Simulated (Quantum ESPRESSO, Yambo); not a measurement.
An input for Yambo 5.3.0 (BP (F-43m)):

```
optics
bss
bse
em1s
dipoles
rim_cut
RandQpts= 1000000
RandGvec= 1 RL
Chimod= "HARTREE"
BSKmod= "SEX"
BSEmod= "resonant"
BSSmod= "d"
BSENGexx= 20 Ry
BSENGBlk= 4 Ry
% BSEQptR
 1 | 1 |
%
% BSEBands
 3 | 6 |
%
% BEnRange
 0 | 6 | eV
%
% BDmRange
 0.1 | 0.1 | eV
%
BEnSteps= 121
% BLongDir
 1 | 0 | 0 |
%
% BndsRnXs
 1 | 12 |
%
NGsBlkXs= 4 Ry
% LongDrXs
 1 | 1 | 1 |
%
% KfnQP_E
 0.85 | 1.0 | 1.0 |
%
WRbsWF
FFTGvecs= 31 Ry
```

```sh
OMP_NUM_THREADS=1 mpirun -n 4 yambo -F bse15.in -J bse15 -C bse15 > bse15.log
```

The stored states that it reads are on a 12×12×12 mesh. The structure is cubic, space group F-43m (No. 216). The conventional cell has a = 4.538 Å, b = 4.538 Å, c = 4.538 Å, α = 90.00°, β = 90.00°, γ = 90.00°. B has 4 P at 1.97 Å nearest. Nearest to P lie 4 B at 1.97 Å. Farther neighbours are not listed.

Q: Estimate wall time and host memory on 4 MPI ranks of Arm Neoverse V2, shared host.

It took 14 min; on shared hardware allow 6.8 min to 27 min. Peak host memory was 4.7 GiB.

The kernel grows as the square of the matrix size, and full diagonalisation as its cube.

[Paths, hosts, dates, memory and timing lines, banners, echoed tables and standing remarks are left out of the program output.]

[Logs are printed without paths, hosts, clocks, repeated set-up lines and the standing remarks that a program may print on its own settings, such as how far it seeks lower states.]

[Runs of the session that timed out or met a known fault of the program may be left out.]

[Hosts, paths, dates, database ids (printed as entryN), source tags and the programs' standing remarks are cut or masked in the printed files.]
